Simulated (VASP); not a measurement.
# KCl (Pm-3m) in VASP: notebook, part 2 of 2

VASP 6.6.1. Earlier steps stand in the parts before.

### 3 Relaxation of the atoms, PBE+D3(BJ) (a relaxed cell with its volume scaled by 1.06)

INCAR reads:

```
SYSTEM = KCl
ALGO = Fast
EDIFF = 1E-7
EDIFFG = -0.01
ENCUT = 600
GGA = PE
IBRION = 2
ISIF = 2
ISMEAR = 0
IVDW = 12
LASPH = .TRUE.
LCHARG = .FALSE.
LREAL = .FALSE.
LWAVE = .FALSE.
NELM = 80
NSW = 40
PREC = Accurate
SIGMA = 0.03
```

KPOINTS reads:

```
k-points
0
G
  8 8 8
  0 0 0
```

POSCAR reads:

```
KCl                                     
1.0
    3.8331489387      0.0000000000      0.0000000000
    0.0000000000      3.8331489387      0.0000000000
    0.0000000000      0.0000000000      3.8331489387
  K               Cl            
     1     1
Direct
     0.0000000000000000    0.0000000000000000    0.0000000000000000
     0.5000000000000000    0.5000000000000000    0.5000000000000000
```

Potentials or basis: VASP PAW PBE potentials, release 64 (K_sv, Cl).

Run with:

```bash
$ cat potpaw_PBE.64/K_sv/POTCAR potpaw_PBE.64/Cl/POTCAR > POTCAR
$ mpirun -np 1 vasp_std > vasp.out
```

OUTCAR:

```text
SYSTEM = KCl
   EDIFF = 1E-7
   EDIFFG = -0.01
   ENCUT = 600
   GGA = PE
   IBRION = 2
   ISIF = 2
   ISMEAR = 0
   IVDW = 12
   LASPH = .TRUE.
   LREAL = .FALSE.
   NELM = 80
   NSW = 40
   PREC = Accurate
 IVDW          = 12

 ion  position               nearest neighbor table
   1  0.000  0.000  0.000-
   2  0.500  0.500  0.500-

  LATTYP: Found a simple cubic cell.
 ALAT       =     3.8331489387

  Lattice vectors:

 A1 = (   3.8331489387,   0.0000000000,   0.0000000000)
 A2 = (   0.0000000000,   3.8331489387,   0.0000000000)
 A3 = (   0.0000000000,   0.0000000000,   3.8331489387)

Analysis of symmetry for initial positions (statically):
=====================================================================
 Subroutine PRICEL returns:
 Original cell was already a primitive cell.

 Routine SETGRP: Setting up the symmetry group for a
 simple cubic supercell.

 Subroutine GETGRP returns: Found 48 space group operations
 (whereof 48 operations were pure point group operations)
 out of a pool of 48 trial point group operations.

The static configuration has the point symmetry O_h .

Analysis of symmetry for dynamics (positions and initial velocities):
=====================================================================
 Subroutine PRICEL returns:
 Original cell was already a primitive cell.

 Routine SETGRP: Setting up the symmetry group for a
 simple cubic supercell.

 Subroutine GETGRP returns: Found 48 space group operations
 (whereof 48 operations were pure point group operations)
 out of a pool of 48 trial point group operations.

The dynamic configuration has the point symmetry O_h .

 Subroutine INISYM returns: Found 48 space group operations
 (whereof 48 operations are pure point group operations),
 and found     1 'primitive' translations

----------------------------------------------------------------------------------------

                                     Primitive cell

  volume of cell :      56.3206

  direct lattice vectors                    reciprocal lattice vectors
     3.833148939  0.000000000  0.000000000     0.260882114  0.000000000  0.000000000
     0.000000000  3.833148939  0.000000000     0.000000000  0.260882114  0.000000000
     0.000000000  0.000000000  3.833148939     0.000000000  0.000000000  0.260882114

  length of vectors
     3.833148939  3.833148939  3.833148939     0.260882114  0.260882114  0.260882114

  position of ions in fractional coordinates (direct lattice)
     0.000000000  0.000000000  0.000000000
     0.500000000  0.500000000  0.500000000

  ion indices of the primitive-cell ions
   primitive index   ion index
                 1           1
                 2           2

----------------------------------------------------------------------------------------

 KPOINTS: k-points

Automatic generation of k-mesh.
 Grid dimensions read from file:
 generate k-points for:    8    8    8

 Generating k-lattice:

  Cartesian coordinates                     Fractional coordinates (reciprocal lattice)
     0.032610264  0.000000000  0.000000000     0.125000000  0.000000000  0.000000000
     0.000000000  0.032610264  0.000000000     0.000000000  0.125000000  0.000000000
     0.000000000  0.000000000  0.032610264     0.000000000  0.000000000  0.125000000
[... 42 lines left out ...]
   dimension x,y,z NGX =    32 NGY =   32 NGZ =   32
   dimension x,y,z NGXF=    64 NGYF=   64 NGZF=   64
   ions per type =               1   1
   NGX,Y,Z   is equivalent  to a cutoff of  13.88, 13.88, 13.88 a.u.
   NGXF,Y,Z  is equivalent  to a cutoff of  27.76, 27.76, 27.76 a.u.
 SYSTEM =  KCl
   PREC   = accura    normal or accurate (medium, high low for compatibility)
   ISTART =      0    job   : 0-new  1-cont  2-samecut
   ICHARG =      2    charge: 1-file 2-atom 10-const
   ISPIN  =      1    spin polarized calculation?
   LNONCOLLINEAR =      F non collinear calculations
   LSORBIT =      F    spin-orbit coupling
   LASPH  =      T    aspherical Exc in radial PAW
   ENCUT  =  600.0 eV  44.10 Ry    6.64 a.u.   7.66  7.66  7.66*2*pi/ulx,y,z
   NELM   =     80;   NELMIN=  2; NELMDL= -5     # of ELM steps
   EDIFF  = 0.1E-06   stopping-criterion for ELM
   LREAL  =      F    real-space projection
   EDIFFG = -.1E-01   stopping-criterion for IOM
   NSW    =     40    number of steps for IOM
   IBRION =      2    ionic relax: 0-MD 1-quasi-New 2-CG
   NFREE  =      1    steps in history (QN), initial steepest desc. (CG)
   ISIF   =      2    stress and relaxation
   ISYM   =      2    0-nonsym 1-usesym 2-fastsym
   POTIM  = 0.5000    time-step for ionic-motion
   TEBEG  =    0.0;   TEEND  =   0.0 temperature during run
   PSTRESS=    0.0 pullay stress
   NELECT =      16.0000    total number of electrons
   NUPDOWN=      -1.0000    fix difference up-down
   EMIN   =  10.00;   EMAX   =-10.00  energy-range for DOS
   EFERMI =   0.00;   METHOD = LEGACY
   ISMEAR =     0;   SIGMA  =   0.03  broadening in eV -4-tet -1-fermi 0-gaus
   EFERMI_NEDOS =   21; number of points for ismear=-14 and -15
   IALGO  =     68    algorithm
   IMIX   =      4    mixing-type and parameters
     AMIX     =   0.40;   BMIX     =  1.00
     AMIX_MAG =   1.60;   BMIX_MAG =  1.00
  volume/ion in A,a.u.               =      28.16       190.03
  Fermi-wavevector in a.u.,A,eV,Ry     =   1.076199  2.033721 15.758317  1.158204
  Thomas-Fermi vector in A             =   2.212076
   LORBIT       =      0    0 simple, 1 ext, 2 COOP (PROOUT), +10 PAW based schemes
   GGA     = PE    functional components
   LHFCALC =     F    Hartree Fock is set to
   AEXX    =    0.0000 exact exchange contribution
   IVDW    =    12    specifies the selected vdW correction
   LEPSILON=     F    determine dielectric tensor
   LRPA    =     F    only Hartree local field effects (RPA)
 conjugate gradient relaxation of ions
 non-spin polarized calculation
 RMM-DIIS sequential band-by-band and
 Gauss-broadening in eV      SIGMA  =   0.03
  energy-cutoff  :      600.00
  volume of cell :       56.32
 maximum number of plane-waves:      1924
 NGX is ok and might be reduce to    32
   NGX = 15   NGY = 15   NGZ = 15

 number of electron      16.0000002 magnetization

 Free energy of the ion-electron system (eV)
  ---------------------------------------------------
  ext. energy  EPLUGINS =         0.00000000
  ---------------------------------------------------
  free energy    TOTEN  =        -6.65575773 eV

  energy without entropy =       -6.65575773  energy(sigma->0) =       -6.65575773

 E-fermi :  -0.6558     XC(G=0):  -8.0918

 val. band max:       -0.8101963481   @ k =   0.5000   0.5000   0.0000
 cond. band min:       4.0096805381   @ k =   0.0000   0.0000   0.0000
 fundamental gap:      4.8198768862
 Fermi energy:        -0.6558368268

 k-point     1 :       0.0000    0.0000    0.0000
  band No.  band energies     occupation
      1     -28.8647      2.00000
      2     -13.3850      2.00000
      3     -12.2507      2.00000
      4     -12.2507      2.00000
      5     -12.2507      2.00000
      6      -1.0142      2.00000
      7      -1.0142      2.00000
      8      -1.0142      2.00000
      9       4.0097      0.00000
     10       5.7552      0.00000
     11       5.7552      0.00000
     12       9.8427      0.00000
[... 331 lines left out ...]
 k-point    24 :       0.5000    0.3750    0.1250
  band No.  band energies     occupation
      1     -28.8276      2.00000
      2     -13.1857      2.00000
      3     -12.4308      2.00000
      4     -12.3933      2.00000
      5     -12.2342      2.00000
      6      -2.0970      2.00000
      7      -1.8960      2.00000
      8      -1.0626      2.00000
      9       5.8740      0.00000
     10       6.9633      0.00000
     11       8.1338      0.00000
     12       8.2683      0.00000

 [... further k-points ...]

------------------------ aborting loop because EDIFF is reached ----------------------------------------

 Edisp (eV)   -0.43908

 E8    (eV) :    -0.2005

  FORCE on cell =-STRESS in cart. coord.  units (eV):
  Direction    XX          YY          ZZ          XY          YZ          ZX
  --------------------------------------------------------------------------------------
  -------------------------------------------------------------------------------------
  Total      -0.39287    -0.39287    -0.39287     0.00000     0.00000    -0.00000
  in kB     -11.17624   -11.17624   -11.17624     0.00000     0.00000    -0.00000
  external pressure =      -11.18 kB  Pullay stress =        0.00 kB

 VOLUME and BASIS-vectors are now :
 -----------------------------------------------------------------------------
  energy-cutoff  :      600.00
  volume of cell :       56.32
      direct lattice vectors                 reciprocal lattice vectors
     3.833148939  0.000000000  0.000000000     0.260882114  0.000000000  0.000000000
     0.000000000  3.833148939  0.000000000     0.000000000  0.260882114  0.000000000
     0.000000000  0.000000000  3.833148939     0.000000000  0.000000000  0.260882114

 POSITION                                       TOTAL-FORCE (eV/Angst)
 -----------------------------------------------------------------------------------
      0.00000      0.00000      0.00000         0.000000      0.000000      0.000000
      1.91657      1.91657      1.91657         0.000000      0.000000      0.000000
 -----------------------------------------------------------------------------------
    total drift:                                0.000000      0.000000     -0.000000

  FREE ENERGIE OF THE ION-ELECTRON SYSTEM (eV)
  ---------------------------------------------------
  free  energy   TOTEN  =        -7.0948365455 eV

  energy  without entropy=       -7.0948365455  energy(sigma->0) =       -7.09483655

 reached required accuracy - stopping structural energy minimisation
```

OSZICAR:

```text
N       E                     dE             d eps       ncg     rms          rms(c)
DAV:   1     0.116333164875E+03    0.11633E+03   -0.80570E+03   840   0.135E+03
DAV:   2    -0.831470135461E+00   -0.11716E+03   -0.10911E+03  1096   0.298E+02
DAV:   3    -0.676807493805E+01   -0.59366E+01   -0.59112E+01  1096   0.631E+01
[... 13 lines left out ...]
RMM:  17    -0.665575693168E+01   -0.45846E-06   -0.48189E-06   997   0.127E-02    0.109E-03
RMM:  18    -0.665575736041E+01   -0.42873E-06   -0.22996E-06   853   0.818E-03    0.101E-03
RMM:  19    -0.665575752843E+01   -0.16801E-06   -0.12328E-06   810   0.578E-03    0.123E-03
RMM:  20    -0.665575764688E+01   -0.11845E-06   -0.65927E-07   739   0.417E-03    0.120E-03
RMM:  21    -0.665575772769E+01   -0.80809E-07   -0.39330E-07   687   0.321E-03
   1 F= -.70948365E+01 E0= -.70948365E+01  d E =-.709484E+01
```

CONTCAR:

```text
KCl
   1.00000000000000
     3.8331489387000000    0.0000000000000000    0.0000000000000000
     0.0000000000000000    3.8331489387000000    0.0000000000000000
     0.0000000000000000    0.0000000000000000    3.8331489387000000
  K               Cl
     1     1
Direct
     0.0000000000000000    0.0000000000000000    0.0000000000000000
     0.5000000000000000    0.5000000000000000    0.5000000000000000

  0.00000000E+00  0.00000000E+00  0.00000000E+00
  0.00000000E+00  0.00000000E+00  0.00000000E+00
```

It took 14 s on 1 thread of Intel Xeon 6975P-C (Granite Rapids), shared host; peak memory 0.2 GiB.

Results:

| Property | Result |
| --- | --- |
| Free energy | -7.0948 eV |
| Pressure after relaxing | -1.1 GPa |
| Band gap on the k mesh | 4.82 eV, indirect (least direct gap 5.02 eV) |
| Dispersion energy per atom | -0.220 eV |

Final structure:
```cif
data_structure
_symmetry_space_group_name_H-M 'P 1'
_symmetry_Int_Tables_number 1
_cell_length_a 3.8331
_cell_length_b 3.8331
_cell_length_c 3.8331
_cell_angle_alpha 90.000
_cell_angle_beta 90.000
_cell_angle_gamma 90.000
_cell_volume 56.32
loop_
_atom_site_label
_atom_site_type_symbol
_atom_site_fract_x
_atom_site_fract_y
_atom_site_fract_z
_atom_site_occupancy
K1 K 0.00000 0.00000 0.00000 1
Cl1 Cl 0.50000 0.50000 0.50000 1
```

Caveat: the relaxation stopped at its first step, so nothing moved.
